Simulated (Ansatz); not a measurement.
The system is Re.

```
CELL_PARAMETERS angstrom
2.76080 0.00000 0.00000
-1.38040 2.39092 0.00000
0.00000 0.00000 4.45820
ATOMIC_POSITIONS crystal
Re 0.66667 0.33333 0.75000
Re 0.33333 0.66667 0.25000
```

- Program: Ansatz 0.2.0
- Task: relaxation of cell and atoms
- Functional: LDA
- Potentials or basis: all-electron LAPW, scalar-relativistic
- Basis error allowed: 0.001 eV/atom
- k mesh: 11 × 11 × 6
- Occupations: fermi-dirac, width 0.05 eV
- Spin: no spin polarisation

At the start: volume 14.71 Å³/atom.

Problem. Where does the relaxation end?

Solution. Over 4 steps the energy falls by 12.3 meV/atom and the volume is 14.33 Å³/atom (-2.6 %); space group P6_3/mmc (No. 194, to 0.05 Å).

Step by step:
```
step  energy change (eV)  largest force (eV/Å)  volume (Å³)
   1              0.0000                0.0000        29.43
   2             -0.0244                0.0000        28.74
   3             -0.0247                0.0000        28.66
   4             -0.0247                0.0000        28.66
```

Final structure:
```
Re
1.0
     2.73713    0.00000    0.00000
    -1.36857    2.37043    0.00000
     0.00000    0.00000    4.41691
Re
2
Direct
  0.66667 0.33333 0.75000
  0.33333 0.66667 0.25000
```
